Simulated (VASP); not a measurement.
# Mg3Sb2 (P-3m1) in VASP: further runs, part 2 of 3

VASP 6.6.1.

**3. Optical spectrum, PBE**

Input file INCAR:

```
SYSTEM = Mg3Sb2
ALGO = Normal ; CSHIFT = 0.05
EDIFF = 1E-6 ; ENCUT = 520
GGA = PE ; ISIF = 2
ISMEAR = 0 ; KPAR = 4
LASPH = .TRUE. ; LCHARG = .FALSE.
LOPTICS = .TRUE. ; LREAL = .FALSE.
LWAVE = .FALSE. ; NBANDS = 56
NEDOS = 1000 ; NELM = 80
PREC = Accurate ; SIGMA = 0.03
```

Input file KPOINTS:

```
k-points
0
G
  9 9 5
  0 0 0
```

Input file POSCAR:

```
Mg3Sb2                                  
1.0
    4.5546491309      0.0000000000     -0.0000000000
   -2.2773245654      3.9444418526      0.0000000000
    0.0000000000     -0.0000000000      7.1860071744
  Mg              Sb            
     3     2
Direct
     0.3333333332999970    0.6666666667000030    0.6325098387795526
     0.6666666667000030    0.3333333332999970    0.3674901612204475
     0.0000000000000000    0.0000000000000000    0.0000000000000000
     0.3333333332999970    0.6666666667000030    0.2237411491208762
     0.6666666667000030    0.3333333332999970    0.7762588508791237
```

Potentials or basis: VASP PAW PBE potentials, release 64 (Mg, Sb).

Run with:

```sh
cat potpaw_PBE.64/Mg/POTCAR potpaw_PBE.64/Sb/POTCAR > POTCAR
mpirun -np 4 vasp_std > vasp.out
```

OUTCAR:

```text
SYSTEM = Mg3Sb2
   EDIFF = 1E-6
   ENCUT = 520
   GGA = PE
   ISIF = 2
   ISMEAR = 0
   LASPH = .TRUE.
   LREAL = .FALSE.
   NELM = 80
   PREC = Accurate

 ion  position               nearest neighbor table
   1  0.333  0.667  0.633-   5 2.83   5 2.83   5 2.83   4 2.94   2 3.25   2 3.25   2 3.25
   2  0.667  0.333  0.367-   4 2.83   4 2.83   4 2.83   5 2.94   1 3.25   1 3.25   1 3.25
   3  0.000  0.000  0.000-   4 3.08   5 3.08   4 3.08   5 3.08   5 3.08   4 3.08
   4  0.333  0.667  0.224-   2 2.83   2 2.83   2 2.83   1 2.94   3 3.08   3 3.08   3 3.08
   5  0.667  0.333  0.776-   1 2.83   1 2.83   1 2.83   2 2.94   3 3.08   3 3.08   3 3.08

  LATTYP: Found a hexagonal cell.
 ALAT       =     4.5546491309
 C/A-ratio  =     1.5777301320

  Lattice vectors:

 A1 = (   4.5546491309,   0.0000000000,   0.0000000000)
 A2 = (  -2.2773245654,   3.9444418526,   0.0000000000)
 A3 = (   0.0000000000,   0.0000000000,   7.1860071744)

Analysis of symmetry for initial positions (statically):
=====================================================================
 Subroutine PRICEL returns:
 Original cell was already a primitive cell.

 Routine SETGRP: Setting up the symmetry group for a
 hexagonal supercell.

 Subroutine GETGRP returns: Found 12 space group operations
 (whereof 12 operations were pure point group operations)
 out of a pool of 24 trial point group operations.

The static configuration has the point symmetry D_3d.

Analysis of symmetry for dynamics (positions and initial velocities):
=====================================================================
 Subroutine PRICEL returns:
 Original cell was already a primitive cell.

 Routine SETGRP: Setting up the symmetry group for a
 hexagonal supercell.

 Subroutine GETGRP returns: Found 12 space group operations
 (whereof 12 operations were pure point group operations)
 out of a pool of 24 trial point group operations.

The dynamic configuration has the point symmetry D_3d.

 Subroutine INISYM returns: Found 12 space group operations
 (whereof 12 operations are pure point group operations),
 and found     1 'primitive' translations

----------------------------------------------------------------------------------------

                                     Primitive cell

  volume of cell :     129.1006

  direct lattice vectors                    reciprocal lattice vectors
     4.554649131  0.000000000  0.000000000     0.219555880  0.126760647  0.000000000
    -2.277324565  3.944441853  0.000000000     0.000000000  0.253521293  0.000000000
     0.000000000  0.000000000  7.186007174     0.000000000  0.000000000  0.139159338
[... 149 lines left out ...]
      1      -5.7896      2.00000
      2      -4.4870      2.00000
      3      -0.3930      2.00000
      4       3.4743      2.00000
      5       3.4743      2.00000
      6       4.1964      2.00000
[... 541 lines left out ...]
     19      11.6060      0.00000
     20      12.2588      0.00000

 [... further k-points ...]

 [bands above 20 left out]

------------------------ aborting loop because EDIFF is reached ----------------------------------------

  FORCE on cell =-STRESS in cart. coord.  units (eV):
  Direction    XX          YY          ZZ          XY          YZ          ZX
  --------------------------------------------------------------------------------------
  -------------------------------------------------------------------------------------
  Total        1.0940191      1.0940191      1.1165945      0.0000000      0.0000000     -0.0000000
  in kB       13.5771104     13.5771104     13.8572776      0.0000000      0.0000000     -0.0000000
  external PRESSURE =      13.6704995 kB  Pullay stress =       0.0000000 kB

 VOLUME and BASIS-vectors are now :
 -----------------------------------------------------------------------------
  energy-cutoff  :      520.00
  volume of cell :      129.10
      direct lattice vectors                 reciprocal lattice vectors
     4.554649131  0.000000000  0.000000000     0.219555880  0.126760647  0.000000000
    -2.277324565  3.944441853  0.000000000     0.000000000  0.253521293  0.000000000
     0.000000000  0.000000000  7.186007174     0.000000000  0.000000000  0.139159338

 POSITION                                       TOTAL-FORCE (eV/Angst)
 -----------------------------------------------------------------------------------
     -0.00000      2.62963      4.54522        -0.000000     -0.000000     -0.024091
      2.27732      1.31481      2.64079         0.000000      0.000000      0.024091
      0.00000      0.00000      0.00000        -0.000000      0.000000     -0.000000
     -0.00000      2.62963      1.60781         0.000000      0.000000      0.005702
      2.27732      1.31481      5.57820        -0.000000     -0.000000     -0.005702
 -----------------------------------------------------------------------------------
    total drift:                               -0.000000     -0.000000      0.000000

  FREE ENERGIE OF THE ION-ELECTRON SYSTEM (eV)
  ---------------------------------------------------
  free  energy   TOTEN  =       -14.6300713864 eV

  energy  without entropy=      -14.6300711785  energy(sigma->0) =      -14.63007128

 electrical conductivity sigma (Mega S m-1) (frequency dependency in vasprun.xml)
  --------------------------------------------------------------------------------------
       0.000       0.000       0.000
       0.000       0.000       0.000
       0.000       0.000       0.000

  frequency dependent IMAGINARY DIELECTRIC FUNCTION (independent particle, no local field effects) density-density
     E(ev)      X         Y         Z        XY        YZ        ZX
  --------------------------------------------------------------------------------------------------------------
     0.00000     0.00000     0.00000     0.00000     0.00000     0.00000     0.00000
     0.40890     0.08239     0.08239     0.13348     0.00000    -0.00000    -0.00000
     0.81780     0.21252     0.21252     0.42854     0.00000    -0.00000    -0.00000
     1.22670     0.79948     0.79948     2.34214     0.00000    -0.00000    -0.00000
     1.63561     4.41003     4.41003     9.30545     0.00000     0.00000     0.00000
     2.04451     6.20802     6.20802    10.37106     0.00000    -0.00000    -0.00000
[... 92 lines left out ...]
    40.07234     0.00029     0.00029     0.00029     0.00000    -0.00000     0.00000
    40.48124     0.00028     0.00028     0.00028     0.00000    -0.00000     0.00000

  frequency dependent      REAL DIELECTRIC FUNCTION (independent particle, no local field effects) density-density
     E(ev)        X           Y           Z          XY          YZ          ZX
  --------------------------------------------------------------------------------------------------------------
     0.00000    15.10428    15.10428    17.54739     0.00000    -0.00000    -0.00000
     0.40890    15.42887    15.42887    18.06306     0.00000    -0.00000    -0.00000
     0.81780    16.56773    16.56773    20.07873     0.00000    -0.00000    -0.00000
     1.22670    19.69987    19.69987    21.03923     0.00000    -0.00000    -0.00000
     1.63561    19.79518    19.79518    27.88727     0.00000    -0.00000    -0.00000
     2.04451    28.10621    28.10621    11.00432     0.00000     0.00000     0.00000
[... 92 lines left out ...]
    40.07234     0.88724     0.88724     0.88796    -0.00000     0.00000    -0.00000
    40.48124     0.88957     0.88957     0.89027    -0.00000     0.00000    -0.00000

  frequency dependent IMAGINARY DIELECTRIC FUNCTION (independent particle, no local field effects) current-current
     E(ev)      X         Y         Z        XY        YZ        ZX
  --------------------------------------------------------------------------------------------------------------
     0.00000    34.51059    34.51059    40.49511     0.00000    -0.00000     0.00000
     0.40890     3.61140     3.61140     4.30695     0.00000    -0.00000     0.00000
     0.81780     2.11657     2.11657     2.76315     0.00000    -0.00000     0.00000
     1.22670     2.32835     2.32835     3.95317     0.00000    -0.00000    -0.00000
     1.63561     5.55001     5.55001    10.95113     0.00000    -0.00000    -0.00000
     2.04451     7.54199     7.54199    10.79744     0.00000    -0.00000     0.00000
[... 92 lines left out ...]
    40.07234     0.00001     0.00001     0.00001     0.00000    -0.00000    -0.00000
    40.48124     0.00001     0.00001     0.00001     0.00000    -0.00000    -0.00000

  frequency dependent      REAL DIELECTRIC FUNCTION (independent particle, no local field effects) current-current
     E(ev)        X           Y           Z          XY          YZ          ZX
  --------------------------------------------------------------------------------------------------------------
     0.00000    15.08947    15.08947    17.52415     0.00000    -0.00000     0.00000
     0.40890    15.40977    15.40977    18.03213     0.00000    -0.00000     0.00000
     0.81780    16.54367    16.54367    20.03107     0.00000    -0.00000     0.00000
     1.22670    19.64280    19.64280    20.87216     0.00000    -0.00000    -0.00000
     1.63561    19.53584    19.53584    27.34618     0.00000    -0.00000    -0.00000
     2.04451    27.82259    27.82259    10.55675     0.00000    -0.00000     0.00000
[... 92 lines left out ...]
    40.07234     0.88726     0.88726     0.88798    -0.00000     0.00000    -0.00000
    40.48124     0.88959     0.88959     0.89029    -0.00000     0.00000    -0.00000
```

It took 52 s on 4 MPI ranks of AMD EPYC 9R45 (Zen 5), shared host; peak memory 0.52 GiB.

What came out:

```
Free energy            : -14.6301 eV
Pressure               : 1.4 GPa
Largest force          : 0.024 eV/Å
Band gap on the k mesh : 0.16 eV, indirect (least direct gap 1.14 eV)
```

Forces on the atoms (eV/Å):
```
Mg   0.000  0.000 -0.024
Mg   0.000  0.000  0.024
Mg   0.000  0.000  0.000
Sb   0.000  0.000  0.006
Sb   0.000  0.000 -0.006
```

Levels at points of the mesh, in eV from the valence-band top:
```tsv
k point	band 6	band 7	band 8	band 9	band 10	band 11
(0.00, 0.00, 0.00)	-0.44	-0.44	0.00	1.14	1.18	3.00
```

Dielectric function (mean over the directions given):
```tsv
energy (eV)	real part	imaginary part
0.33	16.16	0.08
1.31	21.97	1.68
2.37	27.55	28.07
3.35	-1.90	25.70
4.42	-9.50	12.04
5.48	-6.28	3.76
6.46	-4.38	2.68
7.52	-2.67	1.08
8.59	-1.79	0.74
9.57	-1.22	0.44
10.63	-0.78	0.38
11.61	-0.43	0.27
12.68	-0.19	0.21
13.74	0.00	0.19
14.72	0.12	0.17
15.78	0.21	0.12
16.85	0.30	0.09
17.83	0.37	0.07
18.89	0.44	0.05
19.95	0.50	0.03
```

Caveat: independent-particle spectra lack excitons; spin-orbit coupling is left out, which moves the levels of the heavy elements; an odd mesh through Γ misses points on the zone boundary, where band edges often lie.

[end of part 2 of 3]
